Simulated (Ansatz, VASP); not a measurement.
**Se: VASP beside Ansatz**

```xyz
3
Lattice="4.3662 0.0000 0.0000 -2.1831 3.7812 0.0000 0.0000 0.0000 4.9536" Properties=species:S:1:pos:R:3 pbc="T T T"
Se    1.6910    2.9289    0.0000
Se    0.9841    0.0000    1.6512
Se   -0.4921    0.8523    3.3024
```

Alike in both runs: task single point; functional PBE; k mesh 7 × 7 × 6; occupations gaussian, width 0.02 eV; no spin polarisation.

|  | VASP | Ansatz |
| --- | --- | --- |
| version | VASP 6.6.1 | Ansatz 0.2.0 |
| potentials or method | VASP PAW PBE potentials, release 64 (Se) | Ansatz PAW |
| plane-wave cutoff (eV) | 520 | 420 |
| valence electrons in the cell | 18 | 48 |

|  | VASP | Ansatz | Ansatz less VASP |
| --- | --- | --- | --- |
| gap on the k mesh at the Fermi level (eV) | 1.21 | 1.21 | 0.000 |
| least direct gap on the mesh (eV) | 1.47 | 1.48 | +0.012 |
| pressure (GPa) | 2.9 | 2.8 | -0.13 |
| largest component of the traceless stress (GPa) | 1.22 | 1.18 | -0.047 |
| rms of the force components (eV/Å) | 0.251 | 0.232 | -0.0189 |

Atom by atom the forces differ by 0.019 eV/Å (rms over components). The two sets of potentials don't hold the same shells in valence.

Caveats: an odd mesh through Γ misses points on the zone boundary, where band edges often lie (VASP); odd divisions of the mesh miss points on the zone boundary, where band edges often lie, so the gap on the mesh can be too wide (Ansatz).
